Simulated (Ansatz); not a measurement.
## HfO2 (Fm-3m), symmetry broken, then relaxed

All numbers below come from DFT r2SCAN, scalar-relativistic, plane waves, PAW (Ansatz 0.2.0). The runs took a 500 eV cutoff, a Γ-centred 8×8×8 mesh and Gaussian smearing (0.05 eV). Spin–orbit coupling is left out, which can shift energies with elements as heavy as these. No spin polarisation. Energies are free energies at this smearing, counted from the undisturbed cell; pressure is positive in compression.

Zero of the scan (relaxed at this level; this fluorite-type form isn't the usual structure):

```
CELL_PARAMETERS angstrom
0.00000 2.52916 2.52916
2.52916 0.00000 2.52916
2.52916 2.52916 0.00000
ATOMIC_POSITIONS crystal
Hf 0.00000 0.00000 0.00000
O 0.25000 0.25000 0.25000
O 0.75000 0.75000 0.75000
```

The atoms are displaced (Å, in the unstrained cell):

```
atom ux uy uz
 Hf1   0.178   0.018   0.001
  O2  -0.090  -0.050   0.036
  O3  -0.088   0.032  -0.037
```

The cell is strained by (-0.0307, 0.0494, -0.0190, -0.0560, -0.0323, -0.2577) (xx, yy, zz, yz, xz, xy; engineering shear). Cell and atoms are then relaxed.

Problem. Does the relaxation return to the undisturbed structure?

Solution. Yes (up to a choice of domain or origin): same space group and volume, and an energy 0.0 meV/atom from it. The disturbance itself cost 425.0 meV/atom. The final space group reads Fm-3m (tolerance 0.05 Å) and the volume changes by 0.01 %.

Final structure:

```
Hf O
1.0
    -0.00069    2.52904    2.52910
     2.52901   -0.00063    2.52908
     2.52869    2.52873   -0.00033
Hf O
1 2
Cartesian
  5.0577 2.5281 2.5288
  1.2643 1.2643 1.2646
  3.7927 3.7928 3.7932
```

The relaxation, step by step (energy from the first step; small jumps at an unchanged geometry come where the plane waves are selected anew for the new cell):

| step | ΔE (meV/atom) | largest force component (eV/Å) | pressure (GPa) |
| --- | --- | --- | --- |
| 1 | 0.0 | 3.660 | 28.11 |
| 2 | -248.0 | 1.598 | 5.17 |
| 3 | -359.2 | 0.775 | 2.74 |
| 4 | -418.1 | 0.247 | 1.26 |
| 5 | -423.4 | 0.005 | -0.22 |
| 6 | -423.4 | 0.000 | -0.01 |
| 7 | -424.9 | 0.001 | 0.25 |
| 8 | -425.0 | 0.000 | 0.01 |
| 9 | -425.0 | 0.000 | 0.00 |